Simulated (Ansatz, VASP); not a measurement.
One calculation of NaH, two programs

```
Na H
1.0
     0.00000    2.56200    2.31800
     2.56200    0.00000    2.31800
     2.56200    2.56200    0.00000
Na H
1 1
Direct
  0.00000 0.00000 0.00000
  0.50000 0.50000 0.50000
```

Change from the starting cell: strain +0.050 along x and y, -0.050 along z, atoms carried along.

Alike in both runs: task single point; functional PBE; k mesh 8 × 8 × 8; occupations gaussian, width 0.05 eV; no spin polarisation.

|  | VASP | Ansatz |
| --- | --- | --- |
| version | VASP 6.6.1 | Ansatz 0.2.0 |
| potentials or method | VASP PAW PBE potentials, release 64 (Na_pv, H) | scalar-relativistic, plane waves, PAW |
| plane-wave cutoff (eV) | 520 | 420 |
| valence electrons in the cell | 8 | 10 |

```csv
,VASP,Ansatz,Ansatz less VASP
gap on the k mesh at the Fermi level (eV),3.55,3.55,+0.001
least direct gap on the mesh (eV),4.47,4.47,-0.002
pressure (GPa),-1.2,-1.2,+0.04
largest component of the traceless stress (GPa),1.64,1.62,-0.020
```

With one functional, cell and mesh, what is left measures potentials, basis and numerics. The two sets of potentials don't hold the same shells in valence.

A k mesh can miss the band edges.
